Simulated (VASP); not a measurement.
Input of a VASP 6.6.1 run:

The input POSCAR:

```
InP                                     
1.0
    0.0000000000      2.9788988845      2.9788988845
    2.9788988845      0.0000000000      2.9788988845
    2.9788988845      2.9788988845      0.0000000000
  In              P             
     1     1
Direct
     0.0000000000000000    0.0000000000000000    0.0000000000000000
     0.2500000000000000    0.2500000000000000    0.2500000000000000
```

The input INCAR.step1:

```
SYSTEM = InP
PREC = Accurate
ENCUT = 520
EDIFF = 1E-7
ISMEAR = 0
SIGMA = 0.02
LREAL = .FALSE.
LASPH = .TRUE.
NELM = 80
ALGO = Normal
ISIF = 2
LWAVE = .FALSE.
LCHARG = .TRUE.
MAGMOM = 0 0 0 0 0 0
LORBIT = 11
LSORBIT = .TRUE.
GGA_COMPAT = .FALSE.
GGA = PE
NBANDS = 30
KPAR = 4
```

Contents of KPOINTS.step1:

```
regular mesh
0
G
  10 10 10
  0 0 0
```

The input INCAR.step2:

```
SYSTEM = InP
PREC = Accurate
ENCUT = 520
EDIFF = 1E-7
ISMEAR = 0
SIGMA = 0.05
LREAL = .FALSE.
LASPH = .TRUE.
NELM = 80
ALGO = Normal
ISIF = 2
LWAVE = .FALSE.
LCHARG = .FALSE.
MAGMOM = 0 0 0 0 0 0
LORBIT = 11
LSORBIT = .TRUE.
GGA_COMPAT = .FALSE.
GGA = PE
NBANDS = 30
KPAR = 4
ICHARG = 11
```

File KPOINTS.step2:

```
path GXWKGLUWLK,UX
10
line-mode
reciprocal
 0.0000000000  0.0000000000  0.0000000000  G
 0.5000000000  0.0000000000  0.5000000000  X

 0.5000000000  0.0000000000  0.5000000000  X
 0.5000000000  0.2500000000  0.7500000000  W

 0.5000000000  0.2500000000  0.7500000000  W
 0.3750000000  0.3750000000  0.7500000000  K

 0.3750000000  0.3750000000  0.7500000000  K
 0.0000000000  0.0000000000  0.0000000000  G

 0.0000000000  0.0000000000  0.0000000000  G
 0.5000000000  0.5000000000  0.5000000000  L

 0.5000000000  0.5000000000  0.5000000000  L
 0.6250000000  0.2500000000  0.6250000000  U

 0.6250000000  0.2500000000  0.6250000000  U
 0.5000000000  0.2500000000  0.7500000000  W

 0.5000000000  0.2500000000  0.7500000000  W
 0.5000000000  0.5000000000  0.5000000000  L

 0.5000000000  0.5000000000  0.5000000000  L
 0.3750000000  0.3750000000  0.7500000000  K

 0.6250000000  0.2500000000  0.6250000000  U
 0.5000000000  0.0000000000  0.5000000000  X
```

Potentials or basis: VASP PAW PBE potentials, release 64 (In_d, P).

The run is started by

```console
$ cat potpaw_PBE.64/In_d/POTCAR potpaw_PBE.64/P/POTCAR > POTCAR
$ cp INCAR.step1 INCAR
$ cp KPOINTS.step1 KPOINTS
$ mpirun -np 4 vasp_ncl > vasp.out
$ cp INCAR.step2 INCAR
$ cp KPOINTS.step2 KPOINTS
$ mpirun -np 4 vasp_ncl > vasp.out
```

**Question.** Predict the net moment.

**Answer.** 0.00 μB per cell.

Moments on the atoms (μB; x, y, z):
```
In  0.00 0.00 0.00
P   0.00 0.00 0.00
```
